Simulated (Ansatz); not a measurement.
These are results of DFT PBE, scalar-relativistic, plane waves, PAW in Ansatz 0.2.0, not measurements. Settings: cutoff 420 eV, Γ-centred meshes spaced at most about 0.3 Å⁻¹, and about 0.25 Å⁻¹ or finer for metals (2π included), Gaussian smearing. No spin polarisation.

These are static total energies at zero pressure.

**Question.** Order these relaxed structures of TaH5 by energy, lowest first, with the energy over the lowest of them.
1.

```
Ta H
1.0
     3.42782    0.00000    0.00000
    -1.71391    2.96858    0.00000
     0.00000    0.00000    2.99552
Ta H
1 5
Direct
  0.00000 0.00000 0.00000
  0.50000 0.00000 0.50000
  0.50000 0.50000 0.50000
  0.00000 0.50000 0.50000
  0.33333 0.66667 0.00000
  0.66667 0.33333 0.00000
```

2.

```
Ta H
1.0
     3.16983    0.00000    0.00000
     0.00000    3.16983    0.00000
     0.00000    0.00000    3.04645
Ta H
1 5
Direct
  0.00000 0.00000 0.00000
  0.78648 0.50000 0.50000
  0.21352 0.50000 0.50000
  0.50000 0.78648 0.50000
  0.50000 0.21352 0.50000
  0.50000 0.50000 0.00000
```

3.

```
Ta H
1.0
     3.55419    0.00000    0.00000
    -1.77710    3.07802    0.00000
     0.00000    0.00000    3.13116
Ta H
1 5
Direct
  0.00000 0.00000 0.50000
  0.69627 0.00000 0.00000
  0.30373 0.30373 0.00000
  0.00000 0.69627 0.00000
  0.66667 0.33333 0.50000
  0.33333 0.66667 0.50000
```

**Answer.** 3 (0 meV/atom), 1 (301 meV/atom), 2 (563 meV/atom). Forms: cell 3 P-62m; cell 1 CaCu5 type, P6/mmm; cell 2 P4/mmm. Counting H atoms around Ta (those within 1.25 times the shortest such distance or 1.15 times the sum of covalent radii; a plus sign parts nearer from farther groups): cell 3 has Ta 12; cell 1 has Ta 6+12; cell 2 has Ta 20. All come from invented guesses. Shaken at random and relaxed again, cell 3 came back. Even the lowest of the cells shown lies +0.14 eV/atom against the elements.

These runs have no spin–orbit coupling, which can matter for Ta. With hydrogen, zero-point motion can shift such differences by 10 meV/atom or more. Cells without such a test can be saddle points. Some types were kept out of the candidates beforehand, so the set may lack a known form.
